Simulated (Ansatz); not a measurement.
Crystal: Te2Mo.

```xyz
6
Lattice="3.5182 0.0000 0.0000 -1.7591 3.0469 0.0000 0.0000 0.0000 13.9736" Properties=species:S:1:pos:R:3 pbc="T T T"
Te    1.7591    1.0156    5.2960
Te    0.0000    2.0312   12.2828
Te    1.7591    1.0156    1.6908
Te    0.0000    2.0312    8.6776
Mo    1.7591    1.0156   10.4802
Mo    0.0000    2.0312    3.4934
```

```yaml
Program: Ansatz 0.2.0
Task: relaxation of cell and atoms
Functional: RPBE
Dispersion: D4
Potentials_or_basis: Ansatz PAW
Cutoff: "420 eV (not typed: the program's choice for these potentials)"
k_mesh: 9 × 9 × 2
Occupations: fermi-dirac, width 0.05 eV
Spin: no spin polarisation
```

At the start: volume 24.96 Å³/atom.

Problem. How do energy, volume and symmetry change on relaxing?

Solution. It ends after 6 steps and the volume is 23.49 Å³/atom (-5.9 %); space group P6_3/mmc (No. 194, to 0.05 Å).

The path:
| step | energy change (eV) | largest force (eV/Å) | volume (Å³) |
| --- | --- | --- | --- |
| 1 | 0.0000 | 0.2293 | 149.79 |
| 2 | -0.0804 | 0.0040 | 143.27 |
| 3 | -0.0880 | 0.0325 | 140.05 |
| 4 | -0.0889 | 0.0092 | 140.96 |
| 5 | -0.0890 | 0.0008 | 140.93 |
| 6 | -0.0871 | 0.0009 | 140.93 |

Final structure:
```
Te Mo
1.0
     3.47452    0.00000    0.00000
    -1.73726    3.00902    0.00000
     0.00000    0.00000   13.47950
Te Mo
4 2
Direct
  0.66667 0.33333 0.38527
  0.33333 0.66667 0.88527
  0.66667 0.33333 0.11473
  0.33333 0.66667 0.61473
  0.66667 0.33333 0.75000
  0.33333 0.66667 0.25000
```

Caveat: the plane-wave basis is chosen anew once the cell has moved, so the energies of steps on either side of that aren't comparable; the PAW data sets come from PBE, with cores solved anew for the run's functional, which leaves a small shift of forces and pressure.
